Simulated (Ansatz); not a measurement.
FeGe

**What was measured.** “Annealing-induced long-range charge density wave order in magnetic kagome FeGe: fluctuations and disordered structure”, 2023, arxiv:2308.09034 reports, for a bulk crystal of FeGe at 150 K: lattice constant a 4.9827 ± 0.0002 Å; lattice constant c 4.0493 ± 0.0002 Å.

The computed numbers are results of r²SCAN, scalar-relativistic (collinear spin) in the plane-wave PAW code Ansatz at 500 eV, Γ-centred 8×8×8 mesh, 0.05 eV Gaussian smearing; PAW files: Ansatz's generated set soft_2.

```
CELL_PARAMETERS angstrom
4.99358 0.00000 0.00000
-2.49679 4.32457 0.00000
0.00000 0.00000 4.11525
ATOMIC_POSITIONS crystal
Fe 0.50000 0.00000 0.00000
Fe 0.50000 0.50000 0.00000
Fe 0.00000 0.50000 0.00000
Ge 0.00000 0.00000 0.00000
Ge 0.33333 0.66667 0.50000
Ge 0.66667 0.33333 0.50000
```

The chain of runs began from a structure of the Materials Project database, expanded in volume; all values here are this work's own. Such entries can be computed or ordered models and not known phases.

Magnetic state: ferromagnetic, site spin moments Fe 2.43; Ge -0.07, -0.06 μB.

The cell above was scaled in volume, and shape and atoms were relaxed at each volume within its symmetry. Energies are counted from the cell above.

Cell and atoms are those of this level's equilibrium.

```json
{"V (Å³/atom)": "14.22", "ΔE (meV/atom)": "9.1", "P (GPa)": "4.9", "largest moment (μB)": "2.28"}
{"V (Å³/atom)": "14.52", "ΔE (meV/atom)": "2.2", "P (GPa)": "2.4", "largest moment (μB)": "2.37"}
{"V (Å³/atom)": "14.81", "ΔE (meV/atom)": "0.0", "P (GPa)": "0.0", "largest moment (μB)": "2.43"}
{"V (Å³/atom)": "15.11", "ΔE (meV/atom)": "1.8", "P (GPa)": "-1.8", "largest moment (μB)": "2.49"}
{"V (Å³/atom)": "15.40", "ΔE (meV/atom)": "6.5", "P (GPa)": "-3.5", "largest moment (μB)": "2.55"}
{"V (Å³/atom)": "15.85", "ΔE (meV/atom)": "?", "P (GPa)": "?", "largest moment (μB)": "?"}
```

(1) Fill in the withheld row.

(2) What do the points give for the equilibrium volume, the bulk modulus and its pressure derivative (third-order Birch–Murnaghan)?

Answers:

(1) ΔE (meV/atom): 20.2, P (GPa): -6.4, largest moment (μB): 2.60.

(2) V0 = 14.83 Å³/atom, B0 = 106 GPa, B0′ isn't fixed: the energies give 4.7, and a fit of the pressures differs by over 0.35.

B0·V0 = 105.9 GPa × 14.83 Å³ = 9.81 eV/atom sets the scale: near the minimum ΔE ≈ ½ B0 V0 x², with x = V/V0 − 1, and a pressure of 1.1 GPa squeezes the volume by about 1 %. At the ends of the curve: x = −4.1 % predicts 8.4 meV/atom and the run gives 9.1; x = +6.8 % predicts 22.9 meV/atom and the run gives 20.2. The curve is steeper than the parabola on the compressed side and flatter on the expanded side: the bulk modulus rises with pressure.

The moment grows with the volume: wider spacing narrows the bands, and exchange then polarises them more fully.

**Against experiment.** A measured lattice constant a of FeGe is 4.9827 Å (150 K; “Annealing-induced long-range charge density wave order in magnetic kagome FeGe: fluctuations and disordered structure”, 2023, arxiv:2308.09034); the calculated 4.994 Å misses it by +0.2 %. 4 values of this kind are on record (4.9827 to 4.995 Å); this one was drawn at random among those near their median, those with a stated uncertainty first. A measured lattice constant c of FeGe is 4.0493 Å (150 K; “Annealing-induced long-range charge density wave order in magnetic kagome FeGe: fluctuations and disordered structure”, 2023, arxiv:2308.09034); the calculated 4.115 Å misses it by +1.6 %. 3 values of this kind are on record (4.04911 to 4.053 Å); this one was drawn at random among those near their median, those with a stated uncertainty first. 1 more, off the median of the measured values, is set aside. The calculation is for a static lattice, without zero-point motion or thermal expansion.

The moments change along the equation of state, so B0 holds a magnetic softening and is less sure. The run wasn't fully tested for a lower electronic state. Site moments are of spin, integrated over atomic spheres. The run is a metal.
